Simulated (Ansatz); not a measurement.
# Ti: equation of state, part 3 of 3

How stiff is Ti, and at what volume does the pressure vanish? The cell is scaled evenly, atoms carried along, and solved with LAPW, PAW and all-electron datasets made for the crystal.

Ansatz 0.2.0; DFT LDA; a database cell (COD). «Crystal datasets» are all-electron PAW datasets made for this crystal.

**28. Volume × 1.04, PAW**

This is Ti in the fcc structure; at room conditions it is hcp.

Contents of input.yaml:

```yaml
crystal:
  lattice:
    - [0.0, 2.0567135898, 2.0567135898]
    - [2.0567135898, 0.0, 2.0567135898]
    - [2.0567135898, 2.0567135898, 0.0]
  atoms:
    - { symbol: Ti, position: [0.0, 0.0, 0.0] }
kpoints:
  mp_grid: { grid: [15, 15, 15] }
scf:
  occupations: { method: fermi_dirac, width: 0.05 }
hamiltonian:
  xc: lda
  pseudopotentials: { kind: paw }
output:
  forces: true
  stress: true
  eigenvalues: true
  efg: { contact_densities: true }
  write_density: true
  write_potential: true
  elf: true
  volumetric_format: npy
```

Started as:

```
ansatz run input.yaml --threads 1 --pin off --max-ram 3072MiB --backend cpu --events-out ev --progress --plain --runs-dir out
```

Standard output (excerpt; [...] marks lines left out):

```text
[...]
Pseudopotentials: kind: paw
Pseudopotential: Ti, paw, valence charge 12, recommended cutoff 420 eV (normal)
Functional definition: SPW92
[...]
Crystal: 1 atoms, lattice volume = 17.400 Å³
Basis set: ecut = 420 eV, 331 PW (Γ)
Bands: 10, of which v1, the nominal top of the filled ones, is band 6 counted from 1 (5 counted from 0)
Symmetry: 48 space group operations
[...]
  P = ⅓ Tr σ = -8.6833 GPa (-86.833 kbar)
--- PAW observables at the nuclei: V_zz in 10²¹ V/m², potentials from the cell's mean, atoms counted from 1 ---
  atom   1  Ti V_zz =    -0.000000   η = 0.0000   by run symmetry: forbidden
            electrostatic potential = -2531.008793 V   contact ρ = 56425.785778 e/Å³
--- Band table (eV; the first three rows and the last of 120) ---
  k-point 0: bands = ["-43.1824", "-19.3497", "-19.3497", "-19.3497", "6.9181", "13.7708", "13.7708", "13.7708", "15.3749", "15.3749"]
[...]
```

Wall time 2.3 s (1 thread of Arm Neoverse V2, shared host); peak memory 0.32 GiB.

Result: pressure -8.68 GPa; no gap.

**29. Volume × 1.04, crystal datasets**

input.yaml: that of step 28 with these lines changed.

```diff
@@ -13,3 +13,3 @@
   xc: lda
-  pseudopotentials: { kind: paw }
+  pseudopotentials: { kind: all_electron, datasets: crystal }
 output:
@@ -19,5 +19 @@
   efg: { contact_densities: true }
-  write_density: true
-  write_potential: true
-  elf: true
-  volumetric_format: npy
```

Started as:

```
ansatz run input.yaml --threads 1 --pin off --max-ram 3072MiB --backend cpu --events-out ev --progress --plain --runs-dir out
```

Standard output (excerpt; [...] marks lines left out):

```text
[...]
band count auto-derived: 7 (N_el = 4.0; filled up to band 2; 6 by the electrons, moments and atoms)
[...]
[... 3 set-up lines as earlier in the session ...]
[...]
Crystal: 1 atoms, lattice volume = 17.400 Å³
Basis set: ecut = 260 eV, 169 PW (Γ)
[...]
  P = ⅓ Tr σ = -8.6751 GPa (-86.751 kbar)
  It holds what live shells' own plane waves past their cutoff add
--- PAW observables at the nuclei: V_zz in 10²¹ V/m², potentials from the cell's mean, atoms counted from 1 ---
  atom   1  Ti V_zz =    -0.000000   η = 0.0000   by run symmetry: forbidden
            electrostatic potential = -2527.964365 V   contact ρ = 56472.344144 e/Å³
--- Band table (eV; the first three rows and the last of 120) ---
  k-point 0: bands = ["7.3346", "14.1876", "14.1876", "14.1876", "15.7929"]
[...]
```

Wall time 3.5 s (1 thread of Arm Neoverse V2, shared host); peak memory 0.31 GiB.

Read from it: pressure -8.68 GPa; no gap.

**30. Volume × 1.06, LAPW**

Contents of input.yaml:

```yaml
crystal:
  lattice:
    - [0.0, 2.0698140295, 2.0698140295]
    - [2.0698140295, 0.0, 2.0698140295]
    - [2.0698140295, 2.0698140295, 0.0]
  atoms:
    - { symbol: Ti, position: [0.0, 0.0, 0.0] }
kpoints:
  mp_grid: { grid: [15, 15, 15] }
scf:
  occupations: { method: fermi_dirac, width: 0.05 }
hamiltonian:
  xc: lda
  pseudopotentials: { kind: all_electron, lapw: { basis_error: 0.00025 } }
output:
  forces: true
  stress: true
  eigenvalues: true
```

Started as:

```
ansatz run input.yaml --threads 1 --pin off --max-ram 3072MiB --backend cpu --events-out ev --progress --plain --runs-dir out
```

Standard output (excerpt; [...] marks lines left out):

```text
LAPW: plane waves up to 8.088 Å⁻¹, error target 2.5e-4 eV per atom; small_component_spin mean_spin; Ti in spheres of 1.464 Å, 12 of its electrons in bands, Dirac shells []
[...]
[... 3 set-up lines as earlier in the session ...]
[...]
Crystal: 1 atoms, lattice volume = 17.735 Å³
[...]
--- Forces (eV/Å), atoms counted from 1 ---
  atom   1  Ti    -0.00000000     0.00000000     0.00000000
[...]
--- Stress (GPa, compression-positive) ---
      -10.353394       0.000000       0.000000
        0.000000     -10.353394       0.000000
        0.000000       0.000000     -10.353394
  P = ⅓ Tr σ = -10.3534 GPa (-103.534 kbar)
--- Band table (eV; the first three rows and the last of 120) ---
  k-point 0: bands = ["-43.0918", "-19.2834", "-19.2834", "-19.2834", "7.0725", "13.8717", "13.8717", "13.8717", "15.4342", "15.4342"]
[...]
```

Run time: 7.2 s. Hardware: 1 thread of Arm Neoverse V2, shared host; peak memory 0.27 GiB.

Result: pressure -10.35 GPa; no gap.

**31. Volume × 1.06, LAPW**

input.yaml: that of step 30 with these lines changed.

```diff
@@ -9,2 +9,13 @@
   mp_grid: { grid: [15, 15, 15] }
+  band_path:
+    path:
+      - [0.0, 0.0, 0.0]
+      - [0.5, 0.0, 0.5]
+      - [0.625, 0.25, 0.625]
+      - [0.375, 0.375, 0.75]
+      - [0.0, 0.0, 0.0]
+      - [0.5, 0.5, 0.5]
+      - [0.5, 0.25, 0.75]
+      - [0.5, 0.0, 0.5]
+    npoints: 5
 scf:
```

Started as:

```
ansatz run input.yaml --threads 1 --pin off --max-ram 3072MiB --backend cpu --events-out ev --progress --plain --runs-dir out
```

Standard output (excerpt; [...] marks lines left out):

```text
LAPW: plane waves up to 8.088 Å⁻¹, error target 2.5e-4 eV per atom; small_component_spin mean_spin; Ti in spheres of 1.464 Å, 12 of its electrons in bands, Dirac shells []
[...]
[... 3 set-up lines as earlier in the session ...]
[...]
Crystal: 1 atoms, lattice volume = 17.735 Å³
[...]
--- Forces (eV/Å), atoms counted from 1 ---
  atom   1  Ti    -0.00000000     0.00000000     0.00000000
[...]
--- Stress (GPa, compression-positive) ---
      -10.353394       0.000000       0.000000
        0.000000     -10.353394       0.000000
        0.000000       0.000000     -10.353394
  P = ⅓ Tr σ = -10.3534 GPa (-103.534 kbar)
--- Band table (eV; the first three rows and the last of 120) ---
  k-point 0: bands = ["-43.0918", "-19.2834", "-19.2834", "-19.2834", "7.0725", "13.8717", "13.8717", "13.8717", "15.4342", "15.4342"]
[...]
```

Wall time 7.7 s (1 thread of Arm Neoverse V2, shared host); peak memory 0.28 GiB.

Read from it: pressure -10.35 GPa; no gap.

**32. Volume × 1.06, PAW**

Contents of input.yaml:

```yaml
crystal:
  lattice:
    - [0.0, 2.0698140295, 2.0698140295]
    - [2.0698140295, 0.0, 2.0698140295]
    - [2.0698140295, 2.0698140295, 0.0]
  atoms:
    - { symbol: Ti, position: [0.0, 0.0, 0.0] }
kpoints:
  mp_grid: { grid: [15, 15, 15] }
scf:
  occupations: { method: fermi_dirac, width: 0.05 }
hamiltonian:
  xc: lda
  pseudopotentials: { kind: paw }
output:
  forces: true
  stress: true
  eigenvalues: true
  efg: { contact_densities: true }
  write_density: true
  write_potential: true
  elf: true
  volumetric_format: npy
```

Started as:

```
ansatz run input.yaml --threads 1 --pin off --max-ram 3072MiB --backend cpu --events-out ev --progress --plain --runs-dir out
```

Standard output (excerpt; [...] marks lines left out):

```text
[...]
[... 3 set-up lines as earlier in the session ...]
[...]
Crystal: 1 atoms, lattice volume = 17.735 Å³
Basis set: ecut = 420 eV, 331 PW (Γ)
Bands: 10, of which v1, the nominal top of the filled ones, is band 6 counted from 1 (5 counted from 0)
[... 1 set-up line as earlier in the session ...]
[...]
  P = ⅓ Tr σ = -10.3595 GPa (-103.595 kbar)
--- PAW observables at the nuclei: V_zz in 10²¹ V/m², potentials from the cell's mean, atoms counted from 1 ---
  atom   1  Ti V_zz =    +0.000000   η = 0.0000   by run symmetry: forbidden
            electrostatic potential = -2530.643593 V   contact ρ = 56425.513506 e/Å³
--- Band table (eV; the first three rows and the last of 120) ---
  k-point 0: bands = ["-43.5111", "-19.6994", "-19.6994", "-19.6994", "6.6642", "13.4630", "13.4630", "13.4630", "15.0242", "15.0242"]
[...]
```

Run time: 2.3 s. Hardware: 1 thread of Arm Neoverse V2, shared host; peak memory 0.32 GiB.

Result: pressure -10.36 GPa; no gap.

**33. Volume × 1.06, crystal datasets**

input.yaml: that of step 32 with these lines changed.

```diff
@@ -13,3 +13,3 @@
   xc: lda
-  pseudopotentials: { kind: paw }
+  pseudopotentials: { kind: all_electron, datasets: crystal }
 output:
@@ -19,5 +19 @@
   efg: { contact_densities: true }
-  write_density: true
-  write_potential: true
-  elf: true
-  volumetric_format: npy
```

Started as:

```
ansatz run input.yaml --threads 1 --pin off --max-ram 3072MiB --backend cpu --events-out ev --progress --plain --runs-dir out
```

Standard output (excerpt; [...] marks lines left out):

```text
[...]
band count auto-derived: 7 (N_el = 4.0; filled up to band 2; 6 by the electrons, moments and atoms)
[...]
[... 3 set-up lines as earlier in the session ...]
[...]
Crystal: 1 atoms, lattice volume = 17.735 Å³
Basis set: ecut = 260 eV, 169 PW (Γ)
[...]
  P = ⅓ Tr σ = -10.3531 GPa (-103.531 kbar)
  It holds what live shells' own plane waves past their cutoff add
--- PAW observables at the nuclei: V_zz in 10²¹ V/m², potentials from the cell's mean, atoms counted from 1 ---
  atom   1  Ti V_zz =    -0.000000   η = 0.0000   by run symmetry: forbidden
            electrostatic potential = -2527.600197 V   contact ρ = 56472.041906 e/Å³
--- Band table (eV; the first three rows and the last of 120) ---
  k-point 0: bands = ["7.0725", "13.8715", "13.8715", "13.8715", "15.4340"]
[...]
```

Wall time 3.6 s (1 thread of Arm Neoverse V2, shared host); peak memory 0.31 GiB.

In short: pressure -10.35 GPa; no gap.

**34. The equation of state**

The rows at scale 1 come from earlier runs of the unscaled cell with the same settings.

```
          method  volume (Å³/atom)  F above the lowest (meV/atom)  pressure (GPa)
            LAPW            15.727                            2.3            2.43
            LAPW            15.735                            2.1            2.36
            LAPW            16.062                            0.0           -0.21
            LAPW            16.229                            0.9           -1.44
            LAPW            16.396                            3.0           -2.62
            LAPW            16.564                            6.3           -3.75
            LAPW            16.731                           10.8           -4.82
            LAPW            16.898                           16.4           -5.85
            LAPW            17.065                           23.0           -6.84
            LAPW            17.233                           30.6           -7.78
            LAPW            17.400                           39.2           -8.68
            LAPW            17.735                           59.1          -10.35
            LAPW            17.735                           59.1          -10.35
             PAW            15.727                            2.2            2.41
             PAW            15.735                            2.1            2.34
             PAW            16.062                            0.0           -0.22
             PAW            16.229                            0.9           -1.45
             PAW            16.396                            3.0           -2.63
             PAW            16.564                            6.4           -3.76
             PAW            16.731                           10.8           -4.83
             PAW            16.898                           16.4           -5.86
             PAW            17.065                           23.1           -6.85
             PAW            17.233                           30.7           -7.79
             PAW            17.400                           39.3           -8.68
             PAW            17.735                           59.2          -10.36
crystal datasets            15.727                              –            2.43
crystal datasets            15.735                              –            2.36
crystal datasets            16.062                              –           -0.21
crystal datasets            16.396                              –           -2.62
crystal datasets            16.564                              –           -3.74
crystal datasets            16.731                              –           -4.82
crystal datasets            16.898                              –           -5.85
crystal datasets            17.065                              –           -6.83
crystal datasets            17.400                              –           -8.68
crystal datasets            17.735                              –          -10.35
```

**35. Results**

The summary covers parts 1 to 3.

| quantity | value |
| --- | --- |
| equilibrium volume (LAPW) | 16.034 Å³/atom |
| bulk modulus (LAPW) | 122 GPa |
| its pressure derivative (LAPW) | 3.3 |
| equilibrium volume (PAW) | 16.032 Å³/atom |
| bulk modulus (PAW) | 122 GPa |
| its pressure derivative (PAW) | 3.3 |
| equilibrium volume (crystal datasets) | 16.034 Å³/atom |
| bulk modulus (crystal datasets) | 122 GPa |
| its pressure derivative (crystal datasets) | 3.3 |

What this shows: A third-order Birch-Murnaghan fit to the LAPW pressures puts zero pressure at 16.03 Å³/atom, -4.2 % from the given cell, with a bulk modulus of 122 GPa. PAW's volume lies less than 0.01 % and its modulus less than 0.1 % from LAPW's. No thermal or zero-point expansion is included.
